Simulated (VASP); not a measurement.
Li: single point with PBEsol

The system is Li.

```
Li
1.0
     6.98000    0.00000    0.00000
     0.00000    6.98000    0.00000
     0.00000    0.00000    6.98000
Li
16
Direct
  0.97213 0.94802 0.97655
  0.48948 0.98948 0.00723
  0.00574 0.52933 0.01138
  0.02506 0.97484 0.47223
  0.24923 0.23510 0.20679
  0.49082 0.46769 0.02266
  0.48979 0.97901 0.42033
  0.71668 0.25244 0.26990
  0.00056 0.50140 0.48285
  0.25153 0.72918 0.26905
  0.23364 0.24140 0.74596
  0.50903 0.53980 0.46597
  0.77248 0.80413 0.23934
  0.76880 0.26755 0.73953
  0.22216 0.74768 0.73355
  0.73315 0.76749 0.74221
```

The cell was built by a generator and needn't be a form met in nature.

```json
{
  "Program": "VASP 6.6.1",
  "Task": "single point",
  "Functional": "PBEsol",
  "Potentials or basis": "VASP PAW PBE potentials, release 64 (Li_sv)",
  "Cutoff": "520 eV",
  "k mesh": "3 × 3 × 3",
  "Occupations": "fermi-dirac, width 0.16 eV",
  "Spin": "no spin polarisation",
  "Dipole correction": "no",
  "Further INCAR settings": "ALGO = Fast; EDIFF = 1e-07; NBANDS = 38"
}
```

```json
{"Largest force": "0.773 eV/Å", "Band gap on the k mesh": "none (metal or under the smearing width)"}
```

Forces in eV/Å, atoms in the order of the input:
```
Li   0.392  0.643  0.056
Li  -0.023 -0.067 -0.263
Li  -0.172 -0.240 -0.049
Li  -0.162  0.320  0.165
Li  -0.362 -0.013  0.249
Li   0.151  0.438 -0.288
Li  -0.090  0.255  0.725
Li   0.426 -0.041 -0.176
Li  -0.082  0.002 -0.013
Li  -0.125  0.027 -0.481
Li   0.156  0.023 -0.136
Li  -0.002 -0.273  0.259
Li  -0.192 -0.602  0.085
Li  -0.144 -0.198  0.037
Li   0.325 -0.091  0.070
Li  -0.095 -0.183 -0.238
```

Levels at points of the mesh, in eV from the Fermi level:
| k point | band 20 | band 21 | band 22 | band 23 | band 24 | band 25 | band 26 | band 27 | band 28 | band 29 |
| --- | --- | --- | --- | --- | --- | --- | --- | --- | --- | --- |
| (0.00, 0.00, 0.00) | -1.10 | -1.07 | -1.06 | -0.94 | 0.27 | 0.29 | 0.31 | 0.33 | 0.36 | 0.39 |

Run time: 8.5 min on 1 thread of Intel(R) Xeon(R) Platinum 8488C (Sapphire Rapids), with other jobs on the host, peak memory 0.42 GiB.

Caveat: the PAW data sets were made with another functional, which shifts forces and pressure a little.
